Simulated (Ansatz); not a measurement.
**What a trial cell of In3Se relaxes into**

All numbers below come from DFT PBE, scalar-relativistic, plane waves, PAW (Ansatz 0.2.0). Cutoff 420 eV, Γ-centred k mesh, Gaussian smearing, no spin polarisation in the final step.

In3Se was placed on the Li3N structure type (P6/mmm, No. 191), with Se in place of N, In in place of Li, at a guessed volume.

```
In Se
1.0
     4.98937    0.00000    0.00000
    -2.49469    4.32092    0.00000
     0.00000    0.00000    5.26576
In Se
3 1
Direct
  0.00000 0.00000 0.50000
  0.33333 0.66667 0.00000
  0.66667 0.33333 0.00000
  0.00000 0.00000 0.00000
```

Steps on the 6×6×4 mesh (4 atoms). 6 of 6 steps are shown, and the free energy counts from the last. Trial steps that were taken back and renewals of the plane-wave basis can be among the rows.

```csv
step,ΔF (meV/atom),V (Å³/atom),P (GPa)
1,305.2,28.38,12.46
2,101.2,31.96,5.33
3,24.8,35.25,2.04
4,5.3,38.54,-0.27
5,3.4,38.06,0.02
6,0.0,38.06,0.22
```

Steps on the 12×12×8 mesh (4 atoms). 6 of 6 steps are shown, and the free energy counts from the last.

```tsv
step	ΔF (meV/atom)	V (Å³/atom)	P (GPa)
1	6.7	38.06	0.57
2	4.3	38.79	0.31
3	1.2	40.74	-0.34
4	0.5	39.97	0.00
5	0.2	39.98	0.01
6	0.0	39.98	0.00
```

A final relaxation ran on a 12×12×8 mesh. The relaxed crystal, P6/mmm (No. 191):

```
In Se
1.0
     5.64160    0.00000    0.00000
    -2.82080    4.88577    0.00000
     0.00000    0.00000    5.80181
In Se
3 1
Cartesian
  0.0000 0.0000 2.9009
  0.0000 3.2572 0.0000
  2.8208 1.6286 0.0000
  0.0000 0.0000 0.0000
```

```json
{"Volume per atom": "39.98 Å³", "Density": "4.40 g/cm³", "Energy over the elements": "0.19 eV/atom", "Gap on the 12×12×8 mesh": "0 eV (a metal)"}
```

Energies over the elements count from the elements' standard structures at the same level, with no empirical corrections.

The final run used a 12×12×8 mesh on its 4-atom cell and 0.10 eV smearing. The k mesh leaves about 4 meV/atom of noise in metals.

A structure relaxed within its symmetry needn't be a true minimum.

Cost: 3 runs of about 3.3 core-minutes in all, on Intel Xeon Platinum 8375C (Ice Lake) (shared hosts).